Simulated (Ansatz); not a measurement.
Crystal: AlCo.

```
Co Al
1.0
     2.81940    0.00000    0.00000
     0.00000    2.81940    0.00000
     0.00000    0.00000    2.81940
Co Al
1 1
Direct
  0.50000 0.50000 0.50000
  0.00000 0.00000 0.00000
```

The cell is a database's computed one.

Base run:

* Program: Ansatz 0.2.0
* Functional: PBE
* Potentials or basis: Ansatz PAW
* Cutoff: 420 eV (not typed: the program's choice for these potentials)
* k mesh: 8 × 8 × 8
* Occupations: fermi-dirac, width 0.05 eV
* Spin: collinear spin, ferromagnetic start
* Starting moments: [0.5, 0.0] μB
* Fixed moment: 0.5 μB

Its results: pressure 9.0 GPa; site moments Co +0.52; Al -0.01 μB.

Q: The run is repeated on the same cell with these changes: fixed moment from 0.5 μB to 1 μB; moments at the start from [0.5, 0.0] to [1.0, 0.0]. What comes out?

A: Pressure 13.5 GPa; site moments Co +0.99; Al -0.00 μB.

Caveats: the total moment is fixed, so each spin has its own Fermi level; the thresholds are loose for stress.
